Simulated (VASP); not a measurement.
Input of a VASP 6.6.1 run:

The input POSCAR:

```
Os
1.0
    0.0000000000      1.9111500000      1.9111500000
    1.9111500000      0.0000000000      1.9111500000
    1.9111500000      1.9111500000      0.0000000000
Os
1
Direct
    0.0000000000      0.0000000000      0.0000000000
```

INCAR.step1

```
SYSTEM = Os
  PREC = Accurate
  ENCUT = 520
  EDIFF = 1E-5
  ISMEAR = 0
  SIGMA = 0.1
  LREAL = .False.
  LASPH = .True.
  NELM = 60
  ALGO = Normal
  ISIF = 2
  LWAVE = .True.
  LCHARG = .False.
  NBANDS = 10
  GGA = PE
```

The input INCAR.step2:

```
SYSTEM = Os
  PREC = Accurate
  ENCUT = 520
  EDIFF = 1E-6
  ISMEAR = 0
  SIGMA = 0.1
  LREAL = .False.
  LASPH = .True.
  NELM = 60
  ALGO = Normal
  ISIF = 2
  LWAVE = .False.
  LCHARG = .False.
  GGA = PE
  LHFCALC = .True.
  HFSCREEN = 0.2
  PRECFOCK = Fast
  NBANDS = 10
  ISTART = 1
```

KPOINTS

```
regular mesh
0
Gamma
  8 8 8
  0 0 0
```

Potentials or basis: VASP PAW PBE potentials, release 64 (Os).

Run with:

```console
$ cat potpaw_PBE.64/Os/POTCAR > POTCAR
$ cp INCAR.step1 INCAR
$ mpirun -np 1 vasp_std > vasp.out
$ cp INCAR.step2 INCAR
$ mpirun -np 1 vasp_std > vasp.out
```

Q: Estimate the band gap on the k mesh.

A: None (metal or under the smearing width).

Q: What does it give for the pressure?

A: -2.3 GPa.

Caveat: the PAW data sets were made with another functional, which shifts forces and pressure a little. The run has no spin-orbit coupling, so splittings on Os are missing.
